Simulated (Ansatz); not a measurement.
## CdS (F-43m): birefringence under uniaxial strain

Cubic CdS (F-43m) is strained along the cube axis z = [001] with x and y held fixed, and the static electronic response is computed along x and z.

The structure is cubic, space group F-43m (No. 216). Conventional cell: a = 5.833 Å, b = 5.833 Å, c = 5.833 Å, α = 90.00°, β = 90.00°, γ = 90.00°. Around Cd on site a lie 4 S at 2.53 Å. S on site c is surrounded by 4 Cd at 2.53 Å.

Method: Ansatz 0.2.0, PBE, independent particles, k-mesh 8×8×8 with interpolation inside its cells, Gaussian parameter 0.1 eV.

Launch of the response step: `ansatz run input.yaml --threads 4 --pin off --max-ram 8192MiB --backend cpu --events-out ev --progress --plain --runs-dir out`. The series took 4.7 min in all, on 4 threads of AMD EPYC (Zen 3), with other jobs on the host.

```
strain along z (%)  ε∞ along x  ε∞ along z  ε_z − ε_x
              -2.0      6.5072      6.4467    -0.0605
              -1.0      6.5065      6.4765    -0.0300
              +0.0      6.5091      6.5091    +0.0000
              +1.0           ?           ?          ?
              +2.0      6.5247      6.5832    +0.0585
              +3.0      6.5380      6.6246    +0.0866
```

To first order the splitting is linear in the strain, ε_z − ε_x = −ε² (p₁₁ − p₁₂) · strain.

Working, on the rows shown:

| x = strain | y = ε_z − ε_x |
| --- | --- |
| -0.02 | -0.0605 |
| -0.01 | -0.03 |
| 0 | 0 |
| 0.02 | 0.0585 |
| 0.03 | 0.0866 |

Means: x̄ = 0.004, ȳ = 0.01092. Σ(x − x̄)(y − ȳ) = 0.00506, Σ(x − x̄)² = 0.00172. Slope = 0.00506 / 0.00172 = 2.942; intercept = ȳ − slope · x̄ = -0.00084651. The line misses the rows shown by at most 0.00085.

Question: Predict the last column of the withheld row from the fit.

Answer: At x = 0.01 the line gives y = 0.02857. The run gave +0.0294, so the interpolation is off by 0.00083, 0.6 % of the range in the table.

Between the rows on either side of x = 0 the slope is (0.0294 − -0.03) / (0.01 − (-0.01)) = 2.97. So p₁₁ − p₁₂ = −2.97 / 6.51² = -0.070, and 1 % of strain gives n_z − n_x = +0.0058. These are long-wavelength values at fixed fractional positions; over small gaps they hang strongly on the gap. Excitons are left out and so are local fields; PBE gaps are as a rule too small. Spin-orbit coupling is left out.

[Logs are printed without paths, hosts, clocks, repeated set-up lines and the standing remarks that a program may print on its own settings, such as how far it seeks lower states.]
